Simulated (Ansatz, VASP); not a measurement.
Given: the input of a run of Ansatz 0.2.0 on Ga.

input.yaml

```yaml
crystal:
  lattice:
    - [-1.3843987196, 1.3843987196, 2.3112238365]
    - [1.3843987196, -1.3843987196, 2.3112238365]
    - [1.3843987196, 1.3843987196, -2.3112238365]
  atoms:
    - { symbol: Ga, position: [0.0, 0.0, 0.0] }
hamiltonian:
  xc: lda
  pseudopotentials: { kind: paw }
kpoints:
  mp_grid: { grid: [13, 13, 13] }
scf:
  occupations: { method: fermi_dirac, width: 0.05 }
output:
  forces: true
  stress: true
  eigenvalues: true
```

Potentials or basis: Ansatz PAW.

The run is started by

```console
$ ansatz run input.yaml --threads 2 --pin off --max-ram 5632MiB --backend cpu --events-out ev --progress --plain --runs-dir out
```

Translate it to VASP 6.6.1. Potentials there: VASP PAW LDA potentials, release 64 (Ga_d).

As run (the cutoff follows the program's own potentials):

File INCAR:

```
SYSTEM = Ga
ALGO     = Normal         ! electronic algorithm
EDIFF    = 1E-6           ! SCF threshold, eV
ENCUT    = 520            ! plane-wave cutoff, eV
GGA      = CA             ! functional
ISIF     = 2              ! what is computed and relaxed
ISMEAR   = -1             ! smearing method
LASPH    = .TRUE.         ! aspherical terms in the spheres
LCHARG   = .TRUE.         ! write CHGCAR
LELF     = .TRUE.         ! ELF
LREAL    = .FALSE.        ! projectors in reciprocal space
LVHAR    = .TRUE.       
LWAVE    = .FALSE.        ! write WAVECAR
NBANDS   = 12             ! bands
NELM     = 100            ! most SCF steps
PREC     = Accurate       ! precision mode
SIGMA    = 0.05           ! smearing width, eV
```

Contents of KPOINTS:

```
k-points
0
G
  13 13 13
  0 0 0
```

The input POSCAR:

```
Ga
1.0
   -1.3843987196      1.3843987196      2.3112238365
    1.3843987196     -1.3843987196      2.3112238365
    1.3843987196      1.3843987196     -2.3112238365
Ga
1
Direct
    0.0000000000      0.0000000000      0.0000000000
```

Potentials or basis: VASP PAW LDA potentials, release 64 (Ga_d).

The run is started by

```sh
$ cat potpaw_LDA.64/Ga_d/POTCAR > POTCAR
$ mpirun -np 1 vasp_std > vasp.out
```

Both were run:

|  | VASP | Ansatz | Ansatz less VASP |
| --- | --- | --- | --- |
| gap on the k mesh at the Fermi level (eV) | none | none | - |
| pressure (GPa) | -2.3 | -2.4 | -0.07 |
| largest component of the traceless stress (GPa) | 0.24 | 0.26 | +0.022 |

A gap of «none» marks a metal or a gap that the smearing closes.

Caveats: the PAW data sets come from PBE, with cores solved anew for the run's functional, which leaves a small shift of forces and pressure (Ansatz).
